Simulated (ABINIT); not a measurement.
# BaS (Fm-3m): G0W0 with and without spin-orbit coupling

Is the spin-orbit change of the gap of BaS (Fm-3m) the same in DFT and in GW?

Main program and level: ABINIT 10.8.3; PBE and many-body steps on it, plane waves.

## 1. Set-up

It takes space group Fm-3m (No. 225, cubic). Conventional cell: a = 6.387 Å, b = 6.387 Å, c = 6.387 Å, α = 90.00°, β = 90.00°, γ = 90.00°. Ba has 6 S at 3.19 Å nearest. Nearest to S lie 6 Ba at 3.19 Å. Farther neighbours and most contacts between anions are not listed.

The cell and positions come from the Crystallography Open Database and are kept as given unless a step says otherwise. Spin-orbit coupling is left out unless a step names it.

## 2. Empty states on the mesh, 4×4×4 mesh, 271 bands

This step: ABINIT 10.8.3; DFT, PBE, plane waves, norm-conserving pseudopotentials.

The sums over transitions need many empty states on a uniform mesh; this step solves for them.

Input file run.abi:

```
acell 3*1.0 Angstrom
rprim 
  -0.000000000000 3.193750000000 3.193750000000
  3.193750000000 -0.000000000000 3.193750000000
  3.193750000000 3.193750000000 -0.000000000000
ntypat 2
znucl 56 16
natom 2
typat 1 2
xred 
  0.000000000000 0.000000000000 0.000000000000
  0.500000000000 0.500000000000 0.500000000000
pp_dirpath "pseudos"
pseudos "Ba.upf, S.upf"
ecut 20
ngkpt 4 4 4
nshiftk 1
shiftk 0 0 0
kptopt 1
chksymbreak 0
irdden 1
istwfk *1
nband 271
prtvol 0
optdriver 6
gwr_task "HDIAGO"
paral_kgb 0
occopt 1
indata_prefix "in"
outdata_prefix "out"
tmpdata_prefix "tmp"
```

On the command line:

```
$ OMP_NUM_THREADS=1 mpirun -n 4 abinit run.abi > log
```

What it wrote:

```text
.Version 10.8.3 of ABINIT. v10.8.2 released Aug 2026.

 Symmetries : space group Fm -3 m (#225); Bravais cF (face-center cubic)
[... echo of the input left out ...]
== DATASET  1 ==================================================================
-   mpi_nproc: 4, omp_nthreads: 1 (-1 if OMP is not activated)

--- !DatasetInfo
iteration_state: {dtset: 1, }
dimensions: {natom: 2, nkpt: 8, mband: 271, nsppol: 1, nspinor: 1, nspden: 1, mpw: 1893, }
cutoff_energies: {ecut:  20.0, pawecutdg:  -1.0, }
[...]
Indirect band gap semiconductor
 Fundamental gap:     2.146 (eV)
   VBM:     3.680 (eV) at k: [ 0.0000E+00,  0.0000E+00,  0.0000E+00]
   CBM:     5.827 (eV) at k: [ 5.0000E-01,  5.0000E-01,  0.0000E+00]
 Direct gap:         2.272 (eV) at k: [ 5.0000E-01,  5.0000E-01,  0.0000E+00]

== END DATASET(S) ==============================================================
================================================================================

 -outvars: echo values of variables after computation  --------
           etotal      0.0000000000E+00
            nband         271
             nkpt           8
          spgroup         225
 [... the other variables as echoed above ...]

 Calculation completed.
```

Elapsed: 9.9 s, on 4 MPI ranks of Intel Xeon Platinum 8488C (Sapphire Rapids), shared host; peak memory 1.1 GiB.

Numbers from this step:

```yaml
gap: 2.146 eV
k_of_the_valence_top: 0, 0, 0
k_of_the_conduction_bottom: 0.5, 0.5, 0
least_direct_gap: 2.272 eV
k_points_computed: 8
lowest_point_of_the_top_converged_band_above_the_valence_top: 132.2592 eV
```

On this mesh the gap is 2.146 eV.

The density comes from a self-consistent run that is not shown.

## 3. Screening, 4×4×4 mesh, 263 bands, screening to 209.5 eV

The RPA dielectric matrix is built and inverted for each q.

This step: RPA screening on PBE, plane waves, norm-conserving pseudopotentials.

run.abi: that of step 2 with these lines changed.

```diff
@@ -20,10 +20,11 @@
 chksymbreak 0
-irdden 1
 istwfk *1
-nband 271
-prtvol 0
-optdriver 6
-gwr_task "HDIAGO"
-paral_kgb 0
 occopt 1
+irdwfk 1
+optdriver 3
+nband 263
+ecuteps 7.7
+inclvkb 0
+awtr 1
+symchi 1
 indata_prefix "in"
```

What it wrote:

```text
.Version 10.8.3 of ABINIT. v10.8.2 released Aug 2026.

 Symmetries : space group Fm -3 m (#225); Bravais cF (face-center cubic)
[... echo of the input left out ...]
== DATASET  1 ==================================================================
-   mpi_nproc: 4, omp_nthreads: 1 (-1 if OMP is not activated)

--- !DatasetInfo
iteration_state: {dtset: 1, }
dimensions: {natom: 2, nkpt: 8, mband: 263, nsppol: 1, nspinor: 1, nspden: 1, mpw: 1893, }
cutoff_energies: {ecut:  20.0, pawecutdg:  -1.0, }
electrons: {nelect:   1.60000000E+01, charge:   0.00000000E+00, occopt:   1.00000000E+00, tsmear:   1.00000000E-02, }

 SCREENING: Calculation of the susceptibility and dielectric matrices

 Based on a program developped by R.W. Godby, V. Olevano, G. Onida, and L. Reining.
 Incorporated in ABINIT by V. Olevano, G.-M. Rignanese, and M. Torrent.
.Using double precision arithmetic ; gwpc =  8

[... cell and pseudopotentials left out ...]
--------------------------------------------------------------------------------

 ==== K-mesh for the wavefunctions ====
 Number of points in the irreducible wedge :     8
[... list of points left out ...]
 Together with 48 symmetry operations and time-reversal symmetry
 yields    64 points in the full Brillouin Zone.

 ==== Q-mesh for the screening function ====
 Number of points in the irreducible wedge :     8
[... list of points left out ...]
 Together with 48 symmetry operations and time-reversal symmetry
 yields    64 points in the full Brillouin Zone.

 setmesh: FFT mesh size selected  =    27x   27x   27
          total number of points  =        19683

 vcoul_init : cutoff-mode = AUXILIARY_FUNCTION
 q-points for optical limit:   1
     1)      0.000010    0.000020    0.000030

- screening: taking advantage of time-reversal symmetry
- Maximum band index for partially occupied states nbvw = 8
- Remaining bands to be divided among processors   nbcw = 255
- Number of bands treated by each node ~63

 Number of electrons calculated from density =   16.0000; Expected =   16.0000
 average of density, n =  0.036391
 r_s =    1.8720
 omega_plasma =   18.4014 [eV]

 calculating chi0 at frequencies [eV] :
  1    0.000000E+00    0.000000E+00
  2    0.000000E+00    1.840140E+01

--------------------------------------------------------------------------------
  q-point number  1        q = ( 0.000000, 0.000000, 0.000000) [r.l.u.]
--------------------------------------------------------------------------------
[... chi0 elements left out ...]
 For q-point:  0.000010 0.000020 0.000030
  dielectric constant =   5.0321
  dielectric constant without local fields =   6.0201

  Average fulfillment of the sum rule on Im[epsilon] for q-point    1 :     95.58  [%]
[... wings left out ...]
  q-point number  2        q = ( 0.250000, 0.000000, 0.000000) [r.l.u.]
--------------------------------------------------------------------------------
[... chi0 elements left out ...]
  Average fulfillment of the sum rule on Im[epsilon] for q-point    2 :     99.91  [%]

 [... 6 further q-points ...]
```

The job ended after 56 s (4 MPI ranks; peak memory 1.1 GiB; 3.7 min of CPU time).

This step gave:

- ε∞ with local fields, on this mesh, along the program's q direction: 5.032
- the same without local fields: 6.020
- plasma frequency: 18.40 eV
- plane waves in the screening matrix: 459

Local fields lower ε∞ by 16 %.

## 4. Scalar-relativistic

The self-energy is evaluated for the states that the input lists, and the levels follow from it, in one-shot runs by the linearised quasiparticle equation.

This step: G0W0 on PBE, plane waves, norm-conserving pseudopotentials.

run.abi: that of step 3 with these lines changed.

```diff
@@ -23,8 +23,17 @@
 irdwfk 1
-optdriver 3
+optdriver 4
 nband 263
+gwcalctyp 0
+ecutsigx 20
+symsigma 1
+nkptgw 2
+kptgw 
+  0.0000000000 0.0000000000 0.0000000000
+  0.5000000000 0.5000000000 0.0000000000
+bdgw 
+  6 12
+  7 10
 ecuteps 7.7
-inclvkb 0
-awtr 1
-symchi 1
+irdscr 1
+ppmodel 1
 indata_prefix "in"
```

What it wrote:

```text
.Version 10.8.3 of ABINIT. v10.8.2 released Aug 2026.

 Symmetries : space group Fm -3 m (#225); Bravais cF (face-center cubic)
[... echo of the input left out ...]
== DATASET  1 ==================================================================
-   mpi_nproc: 4, omp_nthreads: 1 (-1 if OMP is not activated)

--- !DatasetInfo
iteration_state: {dtset: 1, }
dimensions: {natom: 2, nkpt: 8, mband: 263, nsppol: 1, nspinor: 1, nspden: 1, mpw: 1893, }
cutoff_energies: {ecut:  20.0, pawecutdg:  -1.0, }
electrons: {nelect:   1.60000000E+01, charge:   0.00000000E+00, occopt:   1.00000000E+00, tsmear:   1.00000000E-02, }

 SIGMA: Calculation of the GW corrections

 Based on a program developped by R.W. Godby, V. Olevano, G. Onida, and L. Reining.
 Incorporated in ABINIT by V. Olevano, G.-M. Rignanese, and M. Torrent.
.Using double precision arithmetic ; gwpc =  8

[... cell and pseudopotentials left out ...]
--------------------------------------------------------------------------------

 ==== K-mesh for the wavefunctions ====
 Number of points in the irreducible wedge :     8
[... list of points left out ...]
 Together with 48 symmetry operations and time-reversal symmetry
 yields    64 points in the full Brillouin Zone.

 ==== Q-mesh for screening function ====
 Number of points in the irreducible wedge :     8
[... list of points left out ...]
 Together with 48 symmetry operations and time-reversal symmetry
 yields    64 points in the full Brillouin Zone.

 vcoul_init : cutoff-mode = AUXILIARY_FUNCTION
 q-points for optical limit:   1
     1)      0.000010    0.000020    0.000030
 setmesh: FFT mesh size selected  =    36x   36x   36
          total number of points  =        46656

 Number of electrons calculated from density =   16.0000; Expected =   16.0000
 average of density, n =  0.036391
 r_s =    1.8720
 omega_plasma =   18.4014 [eV]

 === KS Band Gaps ===
  >>>> For spin  1
   Minimum direct gap =   2.2723 [eV], located at k-point      :   0.5000  0.5000  0.0000
   Fundamental gap    =   2.1462 [eV], Top of valence bands at :   0.0000  0.0000  0.0000
                                       Bottom of conduction at :   0.5000  0.5000  0.0000
 SIGMA fundamental parameters:
 PLASMON POLE MODEL  1
 number of plane-waves for SigmaX                 1893
 number of plane-waves for SigmaC and W            459
 number of plane-waves for wavefunctions          1893
 number of bands                                   263
 number of independent spin polarizations            1
 number of spinorial components                      1
 number of k-points in IBZ                           8
 number of q-points in IBZ                           8
 number of symmetry operations                      48
 number of k-points in BZ                           64
 number of q-points in BZ                           64
 number of frequencies for dSigma/dE                 9
 frequency step for dSigma/dE [eV]                0.25
 number of omega for Sigma on real axis              0
 max omega for Sigma on real axis  [eV]           0.00
 zcut for avoiding poles [eV]                     0.10

 EPSILON^-1 parameters (SCR file):
 dimension of the eps^-1 matrix on file            459
 dimension of the eps^-1 matrix used               459
 number of plane-waves for wavefunctions          1893
 number of bands                                   263
 number of q-points in IBZ                           8
 number of frequencies                               2
 number of real frequencies                          1
 number of imag frequencies                          1

 matrix elements of self-energy operator (all in [eV])

 Perturbative Calculation

--- !SelfEnergy_ee
iteration_state: {dtset: 1, }
kpoint     : [   0.000,    0.000,    0.000, ]
spin       : 1
KS_gap     :    3.626
QP_gap     :    4.918
Delta_QP_KS:    1.293
data: !SigmaeeData |
     Band     E0 <VxcDFT>   SigX SigC(E0)      Z dSigC/dE  Sig(E)    E-E0       E
        6   3.680 -12.602 -15.738   1.649   0.767  -0.304 -13.742  -1.140   2.541
        7   3.680 -12.602 -15.738   1.649   0.767  -0.304 -13.742  -1.140   2.541
        8   3.680 -12.602 -15.738   1.649   0.767  -0.304 -13.742  -1.140   2.541
        9   7.306  -7.958  -3.979  -3.793   0.820  -0.220  -7.806   0.153   7.459
       10   7.586  -8.923  -4.509  -3.863   0.819  -0.221  -8.472   0.450   8.037
       11   7.586  -8.923  -4.509  -3.863   0.819  -0.221  -8.472   0.450   8.037
       12   7.586  -8.923  -4.509  -3.863   0.819  -0.221  -8.472   0.450   8.037

--- !SelfEnergy_ee
iteration_state: {dtset: 1, }
kpoint     : [   0.500,    0.500,    0.000, ]
spin       : 1
KS_gap     :    2.272
QP_gap     :    3.672
Delta_QP_KS:    1.399
data: !SigmaeeData |
     Band     E0 <VxcDFT>   SigX SigC(E0)      Z dSigC/dE  Sig(E)    E-E0       E
        7   3.554 -12.533 -15.726   1.691   0.766  -0.306 -13.684  -1.150   2.404
        8   3.554 -12.533 -15.726   1.691   0.766  -0.306 -13.684  -1.150   2.404
        9   5.827  -7.957  -4.168  -3.487   0.823  -0.215  -7.708   0.249   6.076
       10   9.648 -10.954  -6.025  -4.065   0.816  -0.226 -10.248   0.706  10.353

== END DATASET(S) ==============================================================
================================================================================

 -outvars: echo values of variables after computation  --------
           etotal      0.0000000000E+00
            nband         263
             nkpt           8
          spgroup         225
 [... the other variables as echoed above ...]

 Calculation completed.
```

Elapsed: 58 s, on 4 MPI ranks; peak memory 1.5 GiB; 3.8 min of CPU time.

Numbers from this step:

```
G0W0 gap on the points computed              : 3.535 eV
starting gap on the mesh                     : 2.146 eV
k of the valence top                         : 0, 0, 0
k of the conduction bottom                   : 0.5, 0.5, 0
Z at the valence top                         : 0.767
Z at the conduction bottom                   : 0.823
least direct G0W0 gap on the computed points : 3.672 eV
```

The gap on the mesh goes from 2.15 eV to 3.53 eV, a correction of +1.39 eV.

## 5. Empty states on the mesh, 4×4×4 mesh, 534 bands

This step: DFT, PBE with spin-orbit coupling, plane waves, norm-conserving pseudopotentials.

run.abi: that of step 4 with these lines changed.

```diff
@@ -15,2 +15,3 @@
 ecut 20
+nspinor 2
 ngkpt 4 4 4
@@ -20,20 +21,10 @@
 chksymbreak 0
+irdden 1
 istwfk *1
+nband 534
+prtvol 0
+optdriver 6
+gwr_task "HDIAGO"
+paral_kgb 0
 occopt 1
-irdwfk 1
-optdriver 4
-nband 263
-gwcalctyp 0
-ecutsigx 20
-symsigma 1
-nkptgw 2
-kptgw 
-  0.0000000000 0.0000000000 0.0000000000
-  0.5000000000 0.5000000000 0.0000000000
-bdgw 
-  6 12
-  7 10
-ecuteps 7.7
-irdscr 1
-ppmodel 1
 indata_prefix "in"
```

What it wrote:

```text
[banner, memory and clock lines left out]
.Version 10.8.3 of ABINIT. v10.8.2 released Aug 2026.

 Symmetries : space group Fm -3 m (#225); Bravais cF (face-center cubic)
[... echo of the input left out ...]
== DATASET  1 ==================================================================
-   mpi_nproc: 4, omp_nthreads: 1 (-1 if OMP is not activated)

--- !DatasetInfo
iteration_state: {dtset: 1, }
dimensions: {natom: 2, nkpt: 8, mband: 534, nsppol: 1, nspinor: 2, nspden: 1, mpw: 1893, }
cutoff_energies: {ecut:  20.0, pawecutdg:  -1.0, }
[...]
Integrated=    1.6000E+01

 === KS gaps after direct diagonalization ===
 Indirect band gap semiconductor
 Fundamental gap:     2.095 (eV)
   VBM:     3.734 (eV) at k: [ 0.0000E+00,  0.0000E+00,  0.0000E+00]
   CBM:     5.829 (eV) at k: [ 5.0000E-01,  5.0000E-01,  0.0000E+00]
 Direct gap:         2.184 (eV) at k: [ 5.0000E-01,  5.0000E-01,  0.0000E+00]

== END DATASET(S) ==============================================================

 -outvars: echo values of variables after computation  --------
           etotal      0.0000000000E+00
            nband         534
             nkpt           8
          spgroup         225
 [... the other variables as echoed above ...]

 Calculation completed.
```

Wall time 68 s (4 MPI ranks); peak memory 3.4 GiB; 4.5 min of CPU time.

Numbers from this step:

- gap: 2.095 eV
- k of the valence top: 0, 0, 0
- k of the conduction bottom: 0.5, 0.5, 0
- least direct gap: 2.184 eV
- k points computed: 8
- lowest point of the top converged band, above the valence top: 132.2063 eV

On this mesh the gap is 2.095 eV.

The density comes from a self-consistent run that is not shown, made with spin-orbit coupling and fully relativistic files.

## 6. Screening, 4×4×4 mesh, 526 bands, screening to 209.5 eV

This step: RPA screening on PBE with spin-orbit coupling, plane waves, norm-conserving pseudopotentials.

run.abi: that of step 5 with these lines changed.

```diff
@@ -21,10 +21,11 @@
 chksymbreak 0
-irdden 1
 istwfk *1
-nband 534
-prtvol 0
-optdriver 6
-gwr_task "HDIAGO"
-paral_kgb 0
 occopt 1
+irdwfk 1
+optdriver 3
+nband 526
+ecuteps 7.7
+inclvkb 0
+awtr 1
+symchi 1
 indata_prefix "in"
```

What it wrote:

```text
.Version 10.8.3 of ABINIT. v10.8.2 released Aug 2026.

 Symmetries : space group Fm -3 m (#225); Bravais cF (face-center cubic)
[... echo of the input left out ...]
== DATASET  1 ==================================================================
-   mpi_nproc: 4, omp_nthreads: 1 (-1 if OMP is not activated)

--- !DatasetInfo
iteration_state: {dtset: 1, }
dimensions: {natom: 2, nkpt: 8, mband: 526, nsppol: 1, nspinor: 2, nspden: 1, mpw: 1893, }
cutoff_energies: {ecut:  20.0, pawecutdg:  -1.0, }
electrons: {nelect:   1.60000000E+01, charge:   0.00000000E+00, occopt:   1.00000000E+00, tsmear:   1.00000000E-02, }

 SCREENING: Calculation of the susceptibility and dielectric matrices

 Based on a program developped by R.W. Godby, V. Olevano, G. Onida, and L. Reining.
 Incorporated in ABINIT by V. Olevano, G.-M. Rignanese, and M. Torrent.
.Using double precision arithmetic ; gwpc =  8

[... cell and pseudopotentials left out ...]
--------------------------------------------------------------------------------

 ==== K-mesh for the wavefunctions ====
 Number of points in the irreducible wedge :     8
[... list of points left out ...]
 Together with 48 symmetry operations and time-reversal symmetry
 yields    64 points in the full Brillouin Zone.

 ==== Q-mesh for the screening function ====
 Number of points in the irreducible wedge :     8
[... list of points left out ...]
 Together with 48 symmetry operations and time-reversal symmetry
 yields    64 points in the full Brillouin Zone.

 setmesh: FFT mesh size selected  =    27x   27x   27
          total number of points  =        19683

 vcoul_init : cutoff-mode = AUXILIARY_FUNCTION
 q-points for optical limit:   1
     1)      0.000010    0.000020    0.000030

- screening: taking advantage of time-reversal symmetry
- Maximum band index for partially occupied states nbvw = 16
- Remaining bands to be divided among processors   nbcw = 510
- Number of bands treated by each node ~127

 Number of electrons calculated from density =   16.0000; Expected =   16.0000
 average of density, n =  0.036391
 r_s =    1.8720
 omega_plasma =   18.4014 [eV]

 calculating chi0 at frequencies [eV] :
  1    0.000000E+00    0.000000E+00
  2    0.000000E+00    1.840140E+01

--------------------------------------------------------------------------------
  q-point number  1        q = ( 0.000000, 0.000000, 0.000000) [r.l.u.]
--------------------------------------------------------------------------------
[... chi0 elements left out ...]
 For q-point:  0.000010 0.000020 0.000030
  dielectric constant =   5.0481
  dielectric constant without local fields =   6.0376

  Average fulfillment of the sum rule on Im[epsilon] for q-point    1 :     95.64  [%]
[... wings left out ...]
  q-point number  2        q = ( 0.250000, 0.000000, 0.000000) [r.l.u.]
--------------------------------------------------------------------------------
[... chi0 elements left out ...]
  Average fulfillment of the sum rule on Im[epsilon] for q-point    2 :    100.52  [%]

 [... 6 further q-points ...]
```

Elapsed: 6.9 min, on 4 MPI ranks; peak memory 3.5 GiB.

Numbers from this step:

| Quantity | Value |
| --- | --- |
| ε∞ with local fields, on this mesh, along the program's q direction | 5.048 |
| the same without local fields | 6.038 |
| plasma frequency | 18.40 eV |
| plane waves in the screening matrix | 459 |

(Continued in part 2 of 2.)

[Paths, hosts, dates, memory and timing lines, banners, echoed tables and standing remarks are left out of the program output.]

[Logs are printed without paths, hosts, clocks, repeated set-up lines and the standing remarks that a program may print on its own settings, such as how far it seeks lower states.]

[Runs of the session that timed out or met a known fault of the program may be left out.]

[Hosts, paths, dates, database ids (printed as entryN), source tags and the programs' standing remarks are cut or masked in the printed files.]

[G0W0 gaps are taken among the corrected bands and points alone; a level outside them can change the order at an edge.]

[Where Ansatz stands beside ABINIT at settings called matched, ABINIT's density can come from a denser mesh and the files from another edition; pairs whose starting gaps differed by over 0.03 eV were left out, so agreement reads better than it is.]
